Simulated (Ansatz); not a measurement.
Zn, 1 atom in the cell. It takes space group Fm-3m (No. 225, cubic). The conventional cell has a = 3.930 Å, b = 3.930 Å, c = 3.930 Å, α = 90.00°, β = 90.00°, γ = 90.00°. Zn (site symmetry m-3m) has 12 Zn at 2.78 Å as nearest neighbours. This isn't the form of Zn at room conditions, which is hcp.

* Program: Ansatz 0.2.0
* Task: band structure
* Functional: PBEsol
* Potentials or basis: all-electron LAPW, scalar-relativistic
* Cutoff: 240 eV (chosen from the basis error)
* Basis error allowed: 0.001 eV/atom
* k mesh: 12 × 12 × 12
* Occupations: fermi-dirac, width 0.05 eV
* Spin: no spin polarisation

Potentials or basis: all-electron LAPW, scalar-relativistic.

Launch:

```sh
$ ansatz run input.yaml --threads 1 --pin off --max-ram 3072MiB --backend cpu --events-out ev --progress --plain --runs-dir out
```

Hardware: 1 thread of Arm Neoverse V1, with other jobs on the host.

Problem. How long does it take, and how much memory?

Solution. It took 6.5 s on 1 thread of Arm Neoverse V1, on a shared host, peak memory 0.24 GiB. Counts: scf iterations 7, plane waves 137, k points 72, bands 14.
